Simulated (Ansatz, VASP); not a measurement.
Pd: VASP beside Ansatz

INCAR

```
  PREC = Accurate
  ENCUT = 520
  EDIFF = 1E-7
  ISMEAR = 0
  SIGMA = 0.014
  LREAL = F
  LASPH = T
  NELM = 100
  ALGO = Fast
  ISIF = 2
  LWAVE = F
  LCHARG = F
  GGA = PE
  NBANDS = 11
```

File KPOINTS:

```
regular mesh
0
Gamma
  12 12 12
```

File POSCAR:

```
Pd
1.0
    0.0000000000      1.9465000000      1.9465000000
    1.9465000000      0.0000000000      1.9465000000
    1.9465000000      1.9465000000      0.0000000000
Pd
1
Direct
    0.0000000000      0.0000000000      0.0000000000
```

Contents of input.yaml:

```yaml
crystal:
  lattice:
    - [0.0, 1.9465, 1.9465]
    - [1.9465, 0.0, 1.9465]
    - [1.9465, 1.9465, 0.0]
  atoms:
    - { symbol: Pd, position: [0.0, 0.0, 0.0] }
kpoints:
  mp_grid: { grid: [12, 12, 12] }
scf:
  occupations: { method: gaussian, width: 0.014 }
hamiltonian:
  xc: pbe
  pseudopotentials: { kind: all_electron, lapw: { basis_error: 0.001 } }
output:
  forces: true
  stress: true
  eigenvalues: true
```

Alike in both runs: task single point; functional PBE; k mesh 12 × 12 × 12; occupations gaussian, width 0.014 eV; no spin polarisation.

|  | VASP | Ansatz |
| --- | --- | --- |
| version | VASP 6.6.1 | Ansatz 0.2.0 |
| potentials or method | VASP PAW PBE potentials, release 64 (Pd) | all-electron LAPW, scalar-relativistic |
| plane-wave cutoff (eV) | 520 | see its input |

Ansatz gave:

* gap on the k mesh at the Fermi level (eV): none
* pressure (GPa): 6.8

**Question.** What did VASP give for the same quantities?

**Answer.** gap on the k mesh at the Fermi level (eV): none; pressure (GPa): 6.7.

A gap of «none» marks a metal or a gap that the smearing closes. Ansatz ran all-electron here, so the differences hold the error of VASP's frozen core and of both bases.
